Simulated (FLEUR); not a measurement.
# La2O3 (P-3m1) in FLEUR: a series of runs

The runs below take La2O3 through equation of state, with PBEsol.

Everything below comes from runs of FLEUR MaX-R8.1 (later development tree). Logs are shortened: lines on timing, memory, paths and dates and some standing lists are left out, and cuts for length are marked.

### 1 The structure

The structure is trigonal, space group P-3m1 (No. 164). Conventional cell: a = 3.931 Å, b = 3.931 Å, c = 6.112 Å, α = 90.00°, β = 90.00°, γ = 120.00°. Around La (site symmetry 3m) lie 4 O at 2.36 to 2.44 Å. Around O (site symmetry -3m) lie 6 La at 2.72 Å. O (site symmetry 3m) is surrounded by 4 La at 2.36 to 2.44 Å.

The cell is a database's computed one.

### 2 Equation of state, PBEsol, 15.38 Å³/atom (volume scaled by 0.94)

The input, inp.xml:

```xml
<?xml version="1.0" encoding="UTF-8" standalone="no"?>
<fleurInput fleurInputVersion="0.39">
   <comment>
      La2O3                                                                                               
   </comment>
   <calculationSetup>
      <cutoffs Kmax="4.56" Gmax="14.1" GmaxXC="14.1" numbands="0"/>
      <scfLoop itmax="60" minDistance="0.00001" maxIterBroyd="15" imix="Anderson" alpha="0.05" precondParam="0.0" spinf="2.0" sdNocoIR="T"/>
      <coreElectrons ctail="T" frcor="F" kcrel="0" coretail_lmax="0"/>
      <xcFunctional name="PBEs" relativisticCorrections="F"/>
      <magnetism jspins="1"/>
      <soc l_soc="F" theta="0.0" phi="0.0" spav="F"/>
      <expertModes spex="0" secvar="F"/>
      <geometryOptimization l_f="F" forcealpha="1.0" forcemix="BFGS" epsdisp="0.0005" epsforce="0.0002"/>
      <ldaU l_linMix="F" mixParam="0.05" spinf="1.0"/>
   </calculationSetup>
   <cell>
      <bzIntegration valenceElectrons="40.0" mode="hist" fermiSmearingEnergy="0.00183747">
         <kPointListSelection listName="default-1"/>
         <!-- k-points included here -->
         <xi:include xmlns:xi="http://www.w3.org/2001/XInclude" href="kpts.xml"> </xi:include>
      </bzIntegration>
      <!-- symmetry operations included here -->
      <xi:include xmlns:xi="http://www.w3.org/2001/XInclude" href="sym.xml"> </xi:include>
      <bulkLattice scale="0.9795861087">
         <bravaisMatrix>
            <row-1>    7.4280936460563511     0.0000000000000000     0.0000000000000000</row-1>
            <row-2>   -3.7140468230281756     6.4329177992087994     0.0000000000000000</row-2>
            <row-3>    0.0000000000000000     0.0000000000000000    11.5499182390849278</row-3>
         </bravaisMatrix>
      </bulkLattice>
   </cell>
   <atomSpecies>
      <species name="Lanthanum (La)" element="La" atomicNumber="57">
         <mtSphere radius="2.43" gridPoints="829" logIncrement="0.016"/>
[... 17 lines left out ...]
         <electronConfig flipSpins="F">
            <coreConfig>(1s1/2)</coreConfig>
            <valenceConfig>(2s1/2) (2p1/2) (2p3/2)</valenceConfig>
            <stateOccupation state="(2p1/2)" spinUp="0.666667" spinDown="0.666667"/>
            <stateOccupation state="(2p3/2)" spinUp="1.333333" spinDown="1.333333"/>
         </electronConfig>
         <energyParameters s="2" p="2" d="3" f="4"/>
         <lo type="SCLO" l="0" n="2" eDeriv="2"/>
         <lo type="SCLO" l="1" n="2" eDeriv="2"/>
         <lo type="SCLO" l="2" n="3" eDeriv="2"/>
      </species>
   </atomSpecies>
   <atomGroups>
      <atomGroup species="Lanthanum (La)">
         <relPos label="                   1">1.000/3.000 -1.000/3.000 .2462356800</relPos>
         <relPos label="                   2">-1.000/3.000 1.000/3.000 -.2462356800</relPos>
         <force calculate="T" relaxXYZ="TTT"/>
      </atomGroup>
      <atomGroup species="Oxygen (O)">
         <relPos label="                   3">.0000000000 .0000000000 .0000000000</relPos>
         <force calculate="T" relaxXYZ="TTT"/>
      </atomGroup>
      <atomGroup species="Oxygen (O)">
         <relPos label="                   4">1.000/3.000 -1.000/3.000 -.3541093500</relPos>
         <relPos label="                   5">-1.000/3.000 1.000/3.000 .3541093500</relPos>
         <force calculate="T" relaxXYZ="TTT"/>
      </atomGroup>
   </atomGroups>
   <output dos="F" band="F" slice="F">
      <checks vchk="F" cdinf="F"/>
      <bandDOS minEnergy="-.5*Htr" maxEnergy="0.5*Htr" sigma="0.015" storeEVData="T"/>
      <vacuumDOS vacdos="F" integ="F" star="F" nstars="0" locx1="0.0" locy1="0.0" locx2="0.0" locy2="0.0" nstm="0" tworkf="0.0"/>
      <unfoldingBand unfoldBand="F" supercellX="1" supercellY="1" supercellZ="1"/>
      <plotting iplot="0" polar="F">
         <plot TwoD="T" vec1="  1.0  0.0  0.0" vec2="  0.0  1.0  0.0" vec3="  0.0  0.0  1.0" zero="  0.0  0.0  0.0" file="plot"/>
      </plotting>
      <chargeDensitySlicing numkpt="0" minEigenval="0.0" maxEigenval="0.0" nnne="0" pallst="F"/>
      <specialOutput eonly="F"/>
      <moessbauerParams electricFieldGradient="T" isomerShift="T" coreHyperfine="T" valenceHyperfine="T"/>
      <magneticCircularDichroism mcd="F" energyLo="-10.0" energyUp="0.0"/>
   </output>
  <!-- We include the file relax.xml here to enable relaxations (see documentation) -->
  <xi:include xmlns:xi="http://www.w3.org/2001/XInclude" href="relax.xml"> <xi:fallback/> </xi:include>
</fleurInput>
```

Potentials or basis: all-electron, FLAPW.

On the command line:

```
inpgen -f crystal.txt -profile fastHighL
# inp.xml edited to the form shown
mpirun -n 4 fleur_MPI -pe_per_kpt 1
```

Standard output:

```text
Welcome to FLEUR        (www.flapw.de)
      MaX-Release 8.1          (www.max-centre.eu)

 ========== k-point set info ==========
 Selected k-point list: default-1
 k-point list type: mesh
 8 x 8 x 5
 Number of k points: 40

 ------------Calculation Setup---------------------------
 Number of MPI-tasks      :            4
 Number of PE/node        :            4
 Number of OMP-threads    :            1
 Using exactly            1  PE per kpt
 Using exactly            1  PE per kpt
 Using exactly            1  PE per kpt
 k-points in parallel     :            4
 pe's per k-point         :            1
 No of k-point loops      :           10
 Using exactly            1  PE per kpt
 Eigenvalue solver        :       lapack
 Number of basis functions:         1013
 Approximate size of matrices (H+S) per k-point:         0.015 GB
 --------------------------------------------------------
 Iteration:     1   Distance:      22.86570258 me/bohr^3
 Iteration:     2   Distance:      18.93925382 me/bohr^3
 Iteration:     3   Distance:       6.39637896 me/bohr^3
 Iteration:     4   Distance:       7.37005176 me/bohr^3
 Iteration:     5   Distance:       2.36783062 me/bohr^3
 Iteration:     6   Distance:       1.03553185 me/bohr^3
 Iteration:     7   Distance:       0.89317590 me/bohr^3
 Iteration:     8   Distance:       0.26399926 me/bohr^3
 Iteration:     9   Distance:       0.28830953 me/bohr^3
 Iteration:    10   Distance:       0.04902593 me/bohr^3
 Iteration:    11   Distance:       0.05409489 me/bohr^3
 Iteration:    12   Distance:       0.00567663 me/bohr^3
 Iteration:    13   Distance:       0.00363120 me/bohr^3
 Iteration:    14   Distance:       0.00277990 me/bohr^3
 Iteration:    15   Distance:       0.00071921 me/bohr^3
 Iteration:    16   Distance:       0.00058011 me/bohr^3
 Iteration:    17   Distance:       0.00024478 me/bohr^3
 Iteration:    18   Distance:       0.00006913 me/bohr^3
 Iteration:    19   Distance:       0.00002663 me/bohr^3
 Iteration:    20   Distance:       0.00000661 me/bohr^3

 ********************************************************************
 Run finished successfully
 Stop message:
   all done
 ********************************************************************
```

Wall time 98 s (4 MPI ranks of Arm Neoverse V1, shared host).

Results:

| Property | Result |
| --- | --- |
| Free energy | -468423.4320 eV |
| Band gap on the k mesh | 3.82 eV, indirect (least direct gap 3.92 eV) |
| Valence electrons inside the program's atomic spheres | La 7.77; O 5.02, 5.12 (radii La 2.43, O 1.58 bohr) |

Caveat: spin-orbit coupling is left out, which moves the levels of the heavy elements; an odd mesh through Γ misses points on the zone boundary, where band edges often lie.

### 3 Equation of state, PBEsol, 15.70 Å³/atom (volume scaled by 0.96)

Changes to inp.xml since step 2:

```diff
@@ -24,3 +24,3 @@
       <xi:include xmlns:xi="http://www.w3.org/2001/XInclude" href="sym.xml"> </xi:include>
-      <bulkLattice scale="0.9795861087">
+      <bulkLattice scale="0.9864848297">
          <bravaisMatrix>
```

Potentials or basis: all-electron, FLAPW.

On the command line:

```
inpgen -f crystal.txt -profile fastHighL
# inp.xml edited to the form shown
mpirun -n 4 fleur_MPI -pe_per_kpt 1
```

It took 1.8 min on 4 MPI ranks of Arm Neoverse V1, shared host.

Results (log left out):

```
Free energy                                           : -468423.4772 eV
Band gap on the k mesh                                : 3.83 eV, indirect (least direct gap 3.94 eV)
Valence electrons inside the program's atomic spheres : La 7.75; O 5.01, 5.11 (radii La 2.43, O 1.58 bohr)
```

Caveat: spin-orbit coupling is left out, which moves the levels of the heavy elements; an odd mesh through Γ misses points on the zone boundary, where band edges often lie.

### 4 Equation of state, PBEsol, 16.03 Å³/atom (volume scaled by 0.98)

Changes to inp.xml since step 3:

```diff
@@ -24,3 +24,3 @@
       <xi:include xmlns:xi="http://www.w3.org/2001/XInclude" href="sym.xml"> </xi:include>
-      <bulkLattice scale="0.9864848297">
+      <bulkLattice scale="0.9932883884">
          <bravaisMatrix>
```

On the command line:

```
inpgen -f crystal.txt -profile fastHighL
# inp.xml edited to the form shown
mpirun -n 4 fleur_MPI -pe_per_kpt 1
```

Run time: 1.8 min. Hardware: 4 MPI ranks of Arm Neoverse V1, shared host.

The run converged. Its results:

* Free energy: -468423.4893 eV
* Band gap on the k mesh: 3.82 eV, indirect (least direct gap 3.95 eV)
* Valence electrons inside the program's atomic spheres: La 7.73; O 5.00, 5.10 (radii La 2.43, O 1.58 bohr)

Caveat: spin-orbit coupling is left out, which moves the levels of the heavy elements; an odd mesh through Γ misses points on the zone boundary, where band edges often lie.

### 5 Equation of state, PBEsol, 16.36 Å³/atom

Changes to inp.xml since step 4:

```diff
@@ -24,3 +24,3 @@
       <xi:include xmlns:xi="http://www.w3.org/2001/XInclude" href="sym.xml"> </xi:include>
-      <bulkLattice scale="0.9932883884">
+      <bulkLattice scale="1.0000000000">
          <bravaisMatrix>
```

On the command line:

```
inpgen -f crystal.txt -profile fastHighL
# inp.xml edited to the form shown
mpirun -n 4 fleur_MPI -pe_per_kpt 1
```

Wall time 2 min (4 MPI ranks of Arm Neoverse V1, shared host).

The run converged. Its results:

* Free energy: -468423.4719 eV
* Band gap on the k mesh: 3.80 eV, indirect (least direct gap 3.96 eV)
* Valence electrons inside the program's atomic spheres: La 7.71; O 4.99, 5.09 (radii La 2.43, O 1.58 bohr)

Caveat: spin-orbit coupling is left out, which moves the levels of the heavy elements; an odd mesh through Γ misses points on the zone boundary, where band edges often lie.

### 6 Equation of state, PBEsol, 16.68 Å³/atom (volume scaled by 1.02)

Changes to inp.xml since step 5:

```diff
@@ -24,3 +24,3 @@
       <xi:include xmlns:xi="http://www.w3.org/2001/XInclude" href="sym.xml"> </xi:include>
-      <bulkLattice scale="1.0000000000">
+      <bulkLattice scale="1.0066227096">
          <bravaisMatrix>
```

Potentials or basis: all-electron, FLAPW.

On the command line:

```
inpgen -f crystal.txt -profile fastHighL
# inp.xml edited to the form shown
mpirun -n 4 fleur_MPI -pe_per_kpt 1
```

Run time: 2 min. Hardware: 4 MPI ranks of Arm Neoverse V1, shared host.

Results (log left out):

| Item | Value |
| --- | --- |
| Free energy | -468423.4286 eV |
| Band gap on the k mesh | 3.78 eV, indirect (least direct gap 3.96 eV) |
| Valence electrons inside the program's atomic spheres | La 7.69; O 4.98, 5.08 (radii La 2.43, O 1.58 bohr) |

Caveat: spin-orbit coupling is left out, which moves the levels of the heavy elements; an odd mesh through Γ misses points on the zone boundary, where band edges often lie.

### 7 Equation of state, PBEsol, 17.01 Å³/atom (volume scaled by 1.04)

Changes to inp.xml since step 6:

```diff
@@ -24,3 +24,3 @@
       <xi:include xmlns:xi="http://www.w3.org/2001/XInclude" href="sym.xml"> </xi:include>
-      <bulkLattice scale="1.0066227096">
+      <bulkLattice scale="1.0131594038">
          <bravaisMatrix>
```

On the command line:

```
inpgen -f crystal.txt -profile fastHighL
# inp.xml edited to the form shown
mpirun -n 4 fleur_MPI -pe_per_kpt 1
```

It took 2 min on 4 MPI ranks of Arm Neoverse V1, shared host.

Results (log left out):

| Property | Result |
| --- | --- |
| Free energy | -468423.3619 eV |
| Band gap on the k mesh | 3.76 eV, indirect (least direct gap 3.96 eV) |
| Valence electrons inside the program's atomic spheres | La 7.68; O 4.97, 5.07 (radii La 2.43, O 1.58 bohr) |

Caveat: spin-orbit coupling is left out, which moves the levels of the heavy elements; an odd mesh through Γ misses points on the zone boundary, where band edges often lie.

### 8 Equation of state, PBEsol, 17.34 Å³/atom (volume scaled by 1.06)

Changes to inp.xml since step 7:

```diff
@@ -24,3 +24,3 @@
       <xi:include xmlns:xi="http://www.w3.org/2001/XInclude" href="sym.xml"> </xi:include>
-      <bulkLattice scale="1.0131594038">
+      <bulkLattice scale="1.0196128224">
          <bravaisMatrix>
```

On the command line:

```
inpgen -f crystal.txt -profile fastHighL
# inp.xml edited to the form shown
mpirun -n 4 fleur_MPI -pe_per_kpt 1
```

It took 2.4 min on 4 MPI ranks of Arm Neoverse V1, shared host.

It converged, with:

* Free energy: -468423.2737 eV
* Band gap on the k mesh: 3.73 eV, indirect (least direct gap 3.94 eV)
* Valence electrons inside the program's atomic spheres: La 7.66; O 4.97, 5.06 (radii La 2.43, O 1.58 bohr)

Caveat: spin-orbit coupling is left out, which moves the levels of the heavy elements; an odd mesh through Γ misses points on the zone boundary, where band edges often lie.

### 9 Equation of state, PBEsol

Potentials or basis: all-electron, FLAPW.

This step only gathers the single runs of the series.

What came out:

```
Equilibrium volume                        : 16.00 Å³/atom
Bulk modulus at fixed shape and positions : 142 GPa
Pressure derivative of the bulk modulus   : 4.5 (rough: it moves with the points fitted)
```

Energy against volume, from the lowest point:
| volume (Å³/atom) | energy (meV/atom) |
| --- | --- |
| 15.375 | 11.45 |
| 15.703 | 2.43 |
| 16.030 | 0.00 |
| 16.357 | 3.48 |
| 16.684 | 12.14 |
| 17.011 | 25.47 |
| 17.338 | 43.11 |

Caveat: the cell was scaled at fixed shape and fractional positions, which overstates the stiffness of a crystal with free parameters, most of all of layers and chains.
